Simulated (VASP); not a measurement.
# BN (P6_3/mmc) in VASP: a series of runs

Runs on BN. Level: LDA. Tasks: band structure, optical spectrum.

Program: VASP 6.6.1. These are calculated values, not measurements. Logs are shortened: lines on timing, memory, paths and dates and some standing lists are left out, and cuts for length are marked.

## (1) The structure

The structure is hexagonal, space group P6_3/mmc (No. 194). The conventional cell has a = 2.491 Å, b = 2.491 Å, c = 6.461 Å, α = 90.00°, β = 90.00°, γ = 120.00°. B (site symmetry -6m2) is surrounded by 3 N at 1.44 Å. N (site symmetry -6m2) has 3 B at 1.44 Å as nearest neighbours.

## (2) Band structure, LDA

Contents of POSCAR:

```
BN                                      
1.0
    2.4907375349      0.0000000000      0.0000000000
   -1.2453687675      2.1570419747     -0.0000000000
    0.0000000000     -0.0000000000      6.4610730214
  B               N             
     2     2
Direct
     0.3333333300000021    0.6666666699999979    0.2500000000000000
     0.6666666699999979    0.3333333300000021    0.7500000000000000
     0.3333333300000021    0.6666666699999979    0.7500000000000000
     0.6666666699999979    0.3333333300000021    0.2500000000000000
```

Contents of INCAR.step1:

```
SYSTEM = BN
  PREC = Accurate
  ENCUT = 520
  EDIFF = 1E-7
  ISMEAR = 0
  SIGMA = 0.02
  LREAL = .False.
  LASPH = .True.
  NELM = 60
  ALGO = Fast
  ISIF = 2
  LWAVE = .False.
  LCHARG = .True.
```

Contents of KPOINTS.step1:

```
Automatic mesh
0
Gamma
  15 15 6
  0 0 0
```

Contents of INCAR.step2:

```
SYSTEM = BN
  PREC = Accurate
  ENCUT = 520
  EDIFF = 1E-7
  ISMEAR = 0
  SIGMA = 0.05
  LREAL = .False.
  LASPH = .True.
  NELM = 60
  ALGO = Fast
  ISIF = 2
  LWAVE = .False.
  LCHARG = .False.
  ICHARG = 11
```

Contents of KPOINTS.step2:

```
path GMKGALHA,LM,KH
10
line-mode
reciprocal
 0.0000000000  0.0000000000  0.0000000000  G
 0.5000000000  0.0000000000  0.0000000000  M

 0.5000000000  0.0000000000  0.0000000000  M
 0.3333333333  0.3333333333  0.0000000000  K

 0.3333333333  0.3333333333  0.0000000000  K
 0.0000000000  0.0000000000  0.0000000000  G

 0.0000000000  0.0000000000  0.0000000000  G
 0.0000000000  0.0000000000  0.5000000000  A

 0.0000000000  0.0000000000  0.5000000000  A
 0.5000000000  0.0000000000  0.5000000000  L

 0.5000000000  0.0000000000  0.5000000000  L
 0.3333333333  0.3333333333  0.5000000000  H

 0.3333333333  0.3333333333  0.5000000000  H
 0.0000000000  0.0000000000  0.5000000000  A

 0.5000000000  0.0000000000  0.5000000000  L
 0.5000000000  0.0000000000  0.0000000000  M

 0.3333333333  0.3333333333  0.0000000000  K
 0.3333333333  0.3333333333  0.5000000000  H
```

Potentials or basis: VASP PAW LDA potentials, release 64 (B, N).

On the command line:

```bash
$ cat potpaw_LDA.64/B/POTCAR potpaw_LDA.64/N/POTCAR > POTCAR
$ cp INCAR.step1 INCAR
$ cp KPOINTS.step1 KPOINTS
$ mpirun -np 1 vasp_std > vasp.out
$ cp INCAR.step2 INCAR
$ cp KPOINTS.step2 KPOINTS
$ mpirun -np 1 vasp_std > vasp.out
```

OUTCAR:

```text
SYSTEM = BN
   PREC = Accurate
   ENCUT = 520
   EDIFF = 1E-7
   ISMEAR = 0
   LREAL = .False.
   LASPH = .True.
   NELM = 60
   ISIF = 2
   ICHARG = 11

 ion  position               nearest neighbor table
   1  0.333  0.667  0.250-   4 1.44   4 1.44   4 1.44
   2  0.667  0.333  0.750-   3 1.44   3 1.44   3 1.44
   3  0.333  0.667  0.750-   2 1.44   2 1.44   2 1.44
   4  0.667  0.333  0.250-   1 1.44   1 1.44   1 1.44

  LATTYP: Found a hexagonal cell.
 ALAT       =     2.4907375349
 C/A-ratio  =     2.5940400909

  Lattice vectors:

 A1 = (   2.4907375349,   0.0000000000,   0.0000000000)
 A2 = (  -1.2453687675,   2.1570419747,   0.0000000000)
 A3 = (   0.0000000000,   0.0000000000,   6.4610730214)

Analysis of symmetry for initial positions (statically):
=====================================================================
 Subroutine PRICEL returns:
 Original cell was already a primitive cell.

 Routine SETGRP: Setting up the symmetry group for a
 hexagonal supercell.

 Subroutine GETGRP returns: Found 24 space group operations
 (whereof 12 operations were pure point group operations)
 out of a pool of 24 trial point group operations.

The static configuration has the point symmetry D_3d.
 The point group associated with its full space group is D_6h.

Analysis of symmetry for dynamics (positions and initial velocities):
=====================================================================
 Subroutine PRICEL returns:
 Original cell was already a primitive cell.

 Routine SETGRP: Setting up the symmetry group for a
 hexagonal supercell.

 Subroutine GETGRP returns: Found 24 space group operations
 (whereof 12 operations were pure point group operations)
 out of a pool of 24 trial point group operations.

The dynamic configuration has the point symmetry D_3d.
 The point group associated with its full space group is D_6h.

 Subroutine INISYM returns: Found 24 space group operations
 (whereof 12 operations are pure point group operations),
 and found     1 'primitive' translations

----------------------------------------------------------------------------------------

                                     Primitive cell

  volume of cell :      34.7129

  direct lattice vectors                    reciprocal lattice vectors
     2.490737535  0.000000000  0.000000000     0.401487506  0.231798920  0.000000000
    -1.245368768  2.157041975  0.000000000     0.000000000  0.463597840  0.000000000
     0.000000000  0.000000000  6.461073021     0.000000000  0.000000000  0.154773053

  length of vectors
     2.490737535  2.490737531  6.461073021     0.463597839  0.463597840  0.154773053

  position of ions in fractional coordinates (direct lattice)
     0.333333330  0.666666670  0.250000000
     0.666666670  0.333333330  0.750000000
     0.333333330  0.666666670  0.750000000
     0.666666670  0.333333330  0.250000000

  ion indices of the primitive-cell ions
   primitive index   ion index
                 1           1
                 2           2
                 3           3
                 4           4

----------------------------------------------------------------------------------------

 KPOINTS: path GMKGALHA,LM,KH

Interpolating k-points between supplied coordinates.

 Line segments in fractional coordinates (reciprocal lattice):
    0.000000  0.000000  0.000000  ...  0.500000  0.000000  0.000000
    0.500000  0.000000  0.000000  ...  0.333333  0.333333  0.000000
    0.333333  0.333333  0.000000  ...  0.000000  0.000000  0.000000
    0.000000  0.000000  0.000000  ...  0.000000  0.000000  0.500000
    0.000000  0.000000  0.500000  ...  0.500000  0.000000  0.500000
    0.500000  0.000000  0.500000  ...  0.333333  0.333333  0.500000
    0.333333  0.333333  0.500000  ...  0.000000  0.000000  0.500000
    0.500000  0.000000  0.500000  ...  0.500000  0.000000  0.000000
    0.333333  0.333333  0.000000  ...  0.333333  0.333333  0.500000

 Generated    10 points on each line segment, for a total of     90 k-points:

 Following reciprocal coordinates:
            Coordinates               Weight
  0.000000  0.000000  0.000000      0.011111
  0.055556  0.000000  0.000000      0.011111
  0.111111  0.000000  0.000000      0.011111
  0.166667  0.000000  0.000000      0.011111
  0.222222  0.000000  0.000000      0.011111
  0.277778  0.000000  0.000000      0.011111
[... 16 lines left out ...]
  0.259259  0.259259  0.000000      0.011111
  0.222222  0.222222  0.000000      0.011111
 [... further k-points ...]
   k-points           NKPTS =     90   k-points in BZ     NKDIM =     90   number of bands    NBANDS=     12
   number of dos      NEDOS =    301   number of ions     NIONS =      4
   total plane-waves  NPLWV =  19200
   dimension x,y,z NGX =    20 NGY =   20 NGZ =   48
   dimension x,y,z NGXF=    40 NGYF=   40 NGZF=   96
   ions per type =               2   2
   NGX,Y,Z   is equivalent  to a cutoff of  13.35, 13.35, 12.35 a.u.
   NGXF,Y,Z  is equivalent  to a cutoff of  26.70, 26.70, 24.70 a.u.
 SYSTEM =  BN
   PREC   = accura    normal or accurate (medium, high low for compatibility)
   ISTART =      0    job   : 0-new  1-cont  2-samecut
   ICHARG =     11    charge: 1-file 2-atom 10-const
   ISPIN  =      1    spin polarized calculation?
   LNONCOLLINEAR =      F non collinear calculations
   LSORBIT =      F    spin-orbit coupling
   LASPH  =      T    aspherical Exc in radial PAW
   ENCUT  =  520.0 eV  38.22 Ry    6.18 a.u.   4.63  4.63 12.01*2*pi/ulx,y,z
   NELM   =     60;   NELMIN=  2; NELMDL=  0     # of ELM steps
   EDIFF  = 0.1E-06   stopping-criterion for ELM
   LREAL  =      F    real-space projection
   EDIFFG = 0.1E-05   stopping-criterion for IOM
   NSW    =      0    number of steps for IOM
   IBRION =     -1    ionic relax: 0-MD 1-quasi-New 2-CG
   NFREE  =      0    steps in history (QN), initial steepest desc. (CG)
   ISIF   =      2    stress and relaxation
   ISYM   =      2    0-nonsym 1-usesym 2-fastsym
   POTIM  = 0.5000    time-step for ionic-motion
   TEBEG  =    0.0;   TEEND  =   0.0 temperature during run
   PSTRESS=    0.0 pullay stress
   NELECT =      16.0000    total number of electrons
   NUPDOWN=      -1.0000    fix difference up-down
   EMIN   =  10.00;   EMAX   =-10.00  energy-range for DOS
   EFERMI =   0.00;   METHOD = LEGACY
   ISMEAR =     0;   SIGMA  =   0.05  broadening in eV -4-tet -1-fermi 0-gaus
   EFERMI_NEDOS =   21; number of points for ismear=-14 and -15
   IALGO  =     68    algorithm
   IMIX   =      4    mixing-type and parameters
     AMIX     =   0.40;   BMIX     =  1.00
     AMIX_MAG =   1.60;   BMIX_MAG =  1.00
  volume/ion in A,a.u.               =       8.68        58.56
  Fermi-wavevector in a.u.,A,eV,Ry     =   1.264594  2.389736 21.758407  1.599198
  Thomas-Fermi vector in A             =   2.397891
   LORBIT       =      0    0 simple, 1 ext, 2 COOP (PROOUT), +10 PAW based schemes
   GGA     = CA    functional components
   LHFCALC =     F    Hartree Fock is set to
   AEXX    =    0.0000 exact exchange contribution
   IVDW    =     0    specifies the selected vdW correction
   LEPSILON=     F    determine dielectric tensor
   LRPA    =     F    only Hartree local field effects (RPA)
 non-spin polarized calculation
 RMM-DIIS sequential band-by-band and
 Gauss-broadening in eV      SIGMA  =   0.05
  energy-cutoff  :      520.00
  volume of cell :       34.71
 maximum number of plane-waves:       956
 NGX is ok and might be reduce to    20

 number of electron      16.0000003 magnetization

 Free energy of the ion-electron system (eV)
  ---------------------------------------------------
  ext. energy  EPLUGINS =         0.00000000
  ---------------------------------------------------
  free energy    TOTEN  =       -36.50701410 eV

  energy without entropy =      -36.50701410  energy(sigma->0) =      -36.50701410

 E-fermi :   2.7752     XC(G=0): -10.7253

 val. band max:        2.5054008151   @ k =   0.2963   0.2963   0.0000
 cond. band min:       6.5068674321   @ k =   0.5000   0.0000   0.0000
 fundamental gap:      4.0014666170
 Fermi energy:         2.7752054461

 k-point     1 :       0.0000    0.0000    0.0000
  band No.  band energies     occupation
      1     -15.2707      2.00000
      2     -14.8868      2.00000
      3      -4.0915      2.00000
      4      -1.5864      2.00000
      5       1.1220      2.00000
      6       1.1220      2.00000
      7       1.1702      2.00000
      8       1.1702      2.00000
      9       7.5792      0.00000
     10      12.8781      0.00000
     11      14.0033      0.00000
     12      14.0795      0.00000

 k-point     2 :       0.0556    0.0000    0.0000
  band No.  band energies     occupation
      1     -15.2091      2.00000
      2     -14.8279      2.00000
      3      -4.0065      2.00000
      4      -1.5109      2.00000
      5       0.8703      2.00000
      6       0.9162      2.00000
      7       0.9995      2.00000
      8       1.0503      2.00000
      9       7.6905      0.00000
     10      12.8338      0.00000
     11      13.9770      0.00000
     12      14.2747      0.00000

 k-point     3 :       0.1111    0.0000    0.0000
  band No.  band energies     occupation
      1     -15.0258      2.00000
      2     -14.6524      2.00000
      3      -3.7530      2.00000
      4      -1.2866      2.00000
      5       0.1724      2.00000
      6       0.2186      2.00000
      7       0.6677      2.00000
      8       0.7246      2.00000
      9       8.0007      0.00000
     10      12.6776      0.00000
     11      13.7534      0.00000
     12      14.0719      0.00000
[... 286 lines left out ...]
 k-point    23 :       0.2593    0.2593    0.0000
  band No.  band energies     occupation
      1     -11.9819      2.00000
      2     -11.8139      2.00000
      3      -5.3443      2.00000
      4      -5.2810      2.00000
      5      -3.6271      2.00000
      6      -3.5764      2.00000
      7       0.7636      2.00000
      8       2.1964      2.00000
      9       7.6812      0.00000
     10       8.3903      0.00000
     11      13.1755      0.00000
     12      14.0884      0.00000

 k-point    24 :       0.2222    0.2222    0.0000
  band No.  band energies     occupation
      1     -12.6543      2.00000
      2     -12.4159      2.00000
      3      -4.6033      2.00000
      4      -4.5897      2.00000
      5      -2.8289      2.00000
      6      -2.7656      2.00000
      7      -0.3331      2.00000
      8       1.5148      2.00000
      9       8.7116      0.00000
     10       9.3481      0.00000
     11      11.8236      0.00000
     12      15.3441      0.00000

 [... further k-points ...]

------------------------ aborting loop because EDIFF is reached ----------------------------------------

  FORCE on cell =-STRESS in cart. coord.  units (eV):
  Direction    XX          YY          ZZ          XY          YZ          ZX
  --------------------------------------------------------------------------------------
  -------------------------------------------------------------------------------------
  Total        5.8373373      5.8373373      3.7345957     -0.0000000      0.0000000      0.0000000
  in kB      269.4226847    269.4226835    172.3705101     -0.0000000      0.0000000      0.0000000
  external PRESSURE =     237.0719594 kB  Pullay stress =       0.0000000 kB

 VOLUME and BASIS-vectors are now :
 -----------------------------------------------------------------------------
  energy-cutoff  :      520.00
  volume of cell :       34.71
      direct lattice vectors                 reciprocal lattice vectors
     2.490737535  0.000000000  0.000000000     0.401487506  0.231798920  0.000000000
    -1.245368768  2.157041975  0.000000000     0.000000000  0.463597840  0.000000000
     0.000000000  0.000000000  6.461073021     0.000000000  0.000000000  0.154773053

 POSITION                                       TOTAL-FORCE (eV/Angst)
 -----------------------------------------------------------------------------------
     -0.00000      1.43803      1.61527        -0.000000      0.000000      0.000000
      1.24537      0.71901      4.84580        -0.000000     -0.000000      0.000000
     -0.00000      1.43803      4.84580         0.000000     -0.000000      0.000000
      1.24537      0.71901      1.61527        -0.000000      0.000000      0.000000
 -----------------------------------------------------------------------------------
    total drift:                               -0.000002      0.000001      0.000000

  FREE ENERGIE OF THE ION-ELECTRON SYSTEM (eV)
  ---------------------------------------------------
  free  energy   TOTEN  =       -36.5070141031 eV

  energy  without entropy=      -36.5070141031  energy(sigma->0) =      -36.50701410
```

It took 30 s on 1 thread of Intel Xeon 6975P-C (Granite Rapids), shared host; peak memory 0.15 GiB.

What came out:

```yaml
Band_gap_on_the_k_mesh: 4.06 eV, indirect (least direct gap 4.45 eV)
Band_gap_along_the_path: 4.00 eV, indirect (least direct gap 4.44 eV)
```

Levels at the corners of the path, in eV from the valence-band top:
```
point  band 6  band 7  band 8  band 9  band 10  band 11
    Γ   -1.38   -1.34   -1.34    5.07    10.37    11.50
    M   -4.16   -1.65   -0.44    4.00     5.63     9.58
    M   -4.16   -1.65   -0.44    4.00     5.63     9.58
    K   -7.12   -0.18   -0.18    4.76     4.76    10.27
    K   -7.12   -0.18   -0.18    4.76     4.76    10.27
    Γ   -1.38   -1.34   -1.34    5.07    10.37    11.51
    Γ   -1.38   -1.34   -1.34    5.07    10.37    11.51
    A   -1.36   -1.36   -1.36    7.67     7.67    11.57
    A   -1.36   -1.36   -1.36    7.67     7.67    11.57
    L   -4.21   -1.01   -1.01    4.52     4.52    10.03
    L   -4.21   -1.01   -1.01    4.52     4.52    10.03
    H   -7.13   -0.06   -0.06    4.46     4.46    11.58
    H   -7.13   -0.06   -0.06    4.46     4.46    11.58
    A   -1.36   -1.36   -1.36    7.67     7.67    11.57
    L   -4.21   -1.01   -1.01    4.52     4.52    10.03
    M   -4.16   -1.65   -0.44    4.00     5.63     9.58
    K   -7.12   -0.18   -0.18    4.76     4.76    10.27
    H   -7.13   -0.06   -0.06    4.46     4.46    11.58
```

Caveat: the log is that of the step along the path at fixed density, whose energy, stress, charges and moments have no meaning.

(Part 1 of 2 ends here.)
